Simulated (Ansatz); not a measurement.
# hcp against bcc along group 4

All numbers below come from Ansatz, DFT, RPBE, plane waves (420 eV) with PAW, scalar-relativistic. The PAW files were generated under PBE, with cores re-solved for the functional.

Each structure is relaxed within its symmetry, in the lowest magnetic state of the tried starts. Differences under about 8 meV lie within the error of the k-point mesh.

| element | E(hcp) − E(bcc) (meV/atom) | V(hcp) (Å³/atom) | V(bcc) (Å³/atom) | state of hcp | state of bcc |
| --- | --- | --- | --- | --- | --- |
| Ti | ? | ? | ? | ? | ? |
| Zr | -95 | 23.95 | 23.53 | non-magnetic | spin not included |
| Hf | -188 | 23.17 | 23.02 | spin not included | spin not included |

**Question.** Fill in the row of Ti.

**Answer.** E(hcp) − E(bcc) (meV/atom): -117; V(hcp) (Å³/atom): 17.90; V(bcc) (Å³/atom): 17.87; state of hcp: non-magnetic; state of bcc: spin not included.
